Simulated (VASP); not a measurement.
**SiNi: relaxation of shape and atoms at fixed volume with LDA**

SiNi:

```xyz
4
Lattice="2.8916 0.0000 0.0000 0.0000 3.2053 0.0000 0.0000 0.0000 4.5724" Properties=species:S:1:pos:R:3 pbc="T T T"
Si    0.0000    0.0000    0.7258
Si    1.4458    1.6027    3.8467
Ni    0.0000    0.0000    3.0036
Ni    1.4458    1.6027    1.5689
```

The cell is a database's computed one.

The cell isn't the ideal one: a relaxed cell with its volume scaled by 0.96.

```
Program                : VASP 6.6.1
Task                   : relaxation of shape and atoms at fixed volume
Functional             : LDA
Potentials or basis    : VASP PAW LDA potentials, release 64 (Si, Ni)
Cutoff                 : 600 eV
k mesh                 : 12 × 12 × 8
Occupations            : methfessel-paxton, width 0.1 eV
Spin                   : no spin polarisation
Further INCAR settings : ALGO = Normal; EDIFF = 1e-07; IBRION = 2; EDIFFG = -0.01; NSW = 40; ISIF = 4
```

The energy gained by relaxing is 1.0 meV/atom and the ionic steps are 6. The pressure after relaxing is 8.8 GPa, the largest force after relaxing is 0.009 eV/Å and the band gap on the k mesh is none (metal or under the smearing width).

Forces in eV/Å, atoms in the order of the input:
```
Si   0.000  0.000  0.003
Si   0.000  0.000 -0.003
Ni   0.000  0.000  0.009
Ni   0.000  0.000 -0.009
```

Stress tensor (GPa, compression positive):
```
8.77 0.00 0.00
0.00 8.86 0.00
0.00 0.00 8.88
```

Step by step:
```
step  energy change (eV)  largest force (eV/Å)  pressure (GPa)
   1              0.0000                0.1223            9.59
   2             -0.0036                0.0171            8.87
   3             -0.0036                0.0166            8.96
   4             -0.0039                0.0037            8.87
   5             -0.0040                0.0220            8.84
   6             -0.0041                0.0094            8.84
```

Final structure:
```cif
data_structure
_symmetry_space_group_name_H-M 'P 1'
_symmetry_Int_Tables_number 1
_cell_length_a 2.8702
_cell_length_b 3.2137
_cell_length_c 4.5946
_cell_angle_alpha 90.000
_cell_angle_beta 90.000
_cell_angle_gamma 90.000
_cell_volume 42.38
loop_
_atom_site_label
_atom_site_type_symbol
_atom_site_fract_x
_atom_site_fract_y
_atom_site_fract_z
_atom_site_occupancy
Si1 Si 0.00000 0.00000 0.15736 1
Si2 Si 0.50000 0.50000 0.84264 1
Ni1 Ni 0.00000 0.00000 0.65523 1
Ni2 Ni 0.50000 0.50000 0.34477 1
```

Levels at points of the mesh, in eV from the Fermi level:
```tsv
k point	band 10	band 11	band 12	band 13	band 14	band 15	band 16	band 17	band 18
(0.00, 0.00, 0.00)	-2.98	-2.54	-2.22	-2.16	-1.45	1.45	2.94	5.50	5.94
(0.50, 0.00, 0.00)	-2.85	-2.81	-2.81	-1.70	-1.70	1.97	1.97	3.65	3.65
(0.00, 0.50, 0.00)	-3.03	-2.43	-2.43	-2.40	-2.40	1.27	1.27	5.36	5.36
(0.50, 0.50, 0.00)	-3.59	-2.28	-2.28	-1.69	-1.69	1.81	1.81	2.12	2.12
(0.00, 0.00, 0.50)	-2.99	-2.95	-2.27	1.20	1.62	1.97	2.62	3.21	3.86
(0.50, 0.00, 0.50)	-2.68	-2.46	-2.46	-1.47	-1.47	3.80	3.80	5.61	5.61
(0.00, 0.50, 0.50)	-2.81	-2.23	-2.23	-2.21	-2.21	5.37	5.37	5.78	5.78
(0.50, 0.50, 0.50)	-3.06	-2.32	-2.32	-1.62	-1.62	-0.45	-0.45	1.26	1.26
```

Run time: 4.3 min on 2 MPI ranks on Intel(R) Xeon(R) Platinum 8259CL CPU @ 2.50GHz (Skylake/Cascade Lake) (shared host), peak memory 0.31 GiB a rank.

Spin polarisation is off, so any magnetic state and its effect on volume and gap are missing.
